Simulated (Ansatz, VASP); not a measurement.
One calculation of Pt, two programs

Contents of INCAR:

```
PREC     = Accurate       # precision mode
ENCUT    = 520            # plane-wave cutoff, eV
EDIFF    = 1E-7           # SCF threshold, eV
ISMEAR   = -1             # smearing method
SIGMA    = 0.05           # smearing width, eV
LREAL    = F              # projectors in reciprocal space
LASPH    = T              # aspherical terms in the spheres
NELM     = 60             # most SCF steps
ALGO     = Normal         # electronic algorithm
ISIF     = 2              # what is computed and relaxed
LWAVE    = F              # write WAVECAR
LCHARG   = F              # write CHGCAR
GGA      = PE             # functional
NBANDS   = 17             # bands
```

KPOINTS

```
regular mesh
0
Gamma
  11 11 6
```

POSCAR

```
Pt
1.0
    2.7969943295      0.0000000000      0.0000000000
   -1.3984971647      2.4222681435      0.0000000000
    0.0000000000      0.0000000000      4.8551956265
Pt
2
Direct
    0.3333333333      0.6666666667      0.2500000000
    0.6666666667      0.3333333333      0.7500000000
```

The input input.yaml:

```yaml
crystal:
  lattice:
    - [2.7969943295, 0.0, 0.0]
    - [-1.3984971647, 2.4222681435, 0.0]
    - [0.0, 0.0, 4.8551956265]
  atoms:
    - { symbol: Pt, position: [0.3333333333, 0.6666666667, 0.25] }
    - { symbol: Pt, position: [0.6666666667, 0.3333333333, 0.75] }
hamiltonian:
  xc: pbe
  pseudopotentials: { kind: paw }
kpoints:
  mp_grid: { grid: [11, 11, 6] }
scf:
  occupations: { method: fermi_dirac, width: 0.05 }
output:
  forces: true
  stress: true
  eigenvalues: true
  write_density: true
  write_potential: true
  elf: true
  volumetric_format: npy
```

Change from the starting cell: volume scaled by 1.04.

Alike in both runs: task single point; functional PBE; k mesh 11 × 11 × 6; occupations fermi-dirac, width 0.05 eV; no spin polarisation.

```csv
,VASP,Ansatz
version,VASP 6.6.1,Ansatz 0.2.0
potentials or method,"VASP PAW PBE potentials, release 64 (Pt)",Ansatz PAW
plane-wave cutoff (eV),520,420
valence electrons in the cell,20,36
```

|  | VASP | Ansatz | Ansatz less VASP |
| --- | --- | --- | --- |
| gap on the k mesh at the Fermi level (eV) | none | none | - |
| pressure (GPa) | -9.5 | -9.0 | +0.43 |
| largest component of the traceless stress (GPa) | 0.19 | 0.13 | -0.063 |

A gap of «none» marks a metal or a gap that the smearing closes. The two sets of potentials don't hold the same shells in valence.

The runs have no spin-orbit coupling, so splittings on Pt are missing.
